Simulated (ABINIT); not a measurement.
A calculation with ABINIT 10.8.3 (patched build) of BN (native input, structure typed inline):

run.abi

```
# Pseudopotentials
pp_dirpath "./"
pseudos "B.GGA_PBE-JTH.xml, N.GGA_PBE-JTH.xml"

# Structure
acell 3*1.0 Angstrom
rprim
    -0.1667773300     1.8245355300     2.1783345400
     1.7458935900     0.1381990300     1.8733581800
     1.7792443000     1.5529098800     0.1048483200
ntypat 2
znucl 5 7
natom 2
typat 1 2
xred
     0.0043507200     0.9968376600     0.9967101800
     0.7456492800     0.7531623400     0.7532898200
chkprim 0
chksymtnons 0
tolsym 1.0e-6

# Plane-wave basis
ecut 26.0
pawecutdg 48.0
pawxcdev 0
pawovlp 30

# k points
kptopt 1
ngkpt 11 14 14
nshiftk 1
shiftk 0.0 0.0 0.0

# Exchange and correlation
ixc 11

# Bands and occupations
nband 8
occopt 3
tsmear 0.05 eV

# SCF cycle
nstep 100
tolvrs 1.0e-9

# Output
iomode 3
prtwf 0
prtden 0
prteig 0
prtebands 0
enunit 2
```

Potentials or basis: JTH PAW PBE v2.0.

Launch:

```sh
$ abinit run.abi > log 2>&1
```

The cell comes from a database or a generator and needn't be the stable form of this composition.

Task: Write the same calculation in another form: ASE script, structure typed inline.

Result: As run:

The input run.py:

```python
import json, os
import numpy as np
from ase.units import GPa
from ase.calculators.abinit import Abinit, AbinitProfile
from ase import Atoms

atoms = Atoms(['B', 'N'],
              cell=[[-0.16677733, 1.82453553, 2.17833454], [1.74589359, 0.13819903, 1.87335818], [1.7792443, 1.55290988, 0.10484832]],
              scaled_positions=[[0.00435072, 0.99683766, 0.99671018], [0.74564928, 0.75316234, 0.75328982]],
              pbc=True)

profile = AbinitProfile(command='abinit', pp_paths=[os.path.abspath('pseudos')])
params = dict(
    pps='pawxml', xc='PBE',
    chksymtnons=0,
    tolsym=1e-06,
    ecut=707.496,
    pawecutdg=1306.1465,
    pawxcdev=0,
    pawovlp=30,
    kptopt=1,
    ngkpt=[11, 14, 14],
    nshiftk=1,
    shiftk=[0.0, 0.0, 0.0],
    ixc=11,
    nband=8,
    occopt=3,
    tsmear=0.05,
    nstep=100,
    tolvrs=1e-09,
    prtwf=0,
    prtden=0,
)

atoms.calc = Abinit(profile=profile, directory='run', **params)
energy = atoms.get_potential_energy()
forces = atoms.get_forces()
stress = atoms.get_stress()
print(f'energy {energy:.6f} eV')
print('forces (eV/A)')
print(np.round(forces, 5))
print('stress (GPa, Voigt, tension positive)', np.round(stress / GPa, 4))
json.dump(dict(energy=energy, forces=forces.tolist(), stress=stress.tolist(), cell=atoms.cell.tolist(), frac=atoms.get_scaled_positions(wrap=False).tolist()), open('results.json', 'w'))
```

Potentials or basis: JTH PAW PBE v2.0.

Command:

```console
$ python run.py
```

Both were run:

|  | native input, structure typed inline | ASE script, structure typed inline |
| --- | --- | --- |
| Pressure | 29.3 GPa | 29.3 GPa |
| Largest force | 1.494 eV/Å | 1.494 eV/Å |
| Band gap on the k mesh | 1.24 eV, indirect (least direct gap 2.16 eV) | 1.24 eV, indirect (least direct gap 2.16 eV) |

Keys that steer only the numerical path or the files written may differ.

Caveat: a pressure of tens of GPa on the cell as given is suspect, and the run, the potentials or the cell itself is likely at fault; an odd mesh through Γ misses points on the zone boundary, where band edges often lie; forces of over 1 eV/Å show positions far from the minimum, so gaps and moduli don't describe the material at rest; the atomic spheres overlap.
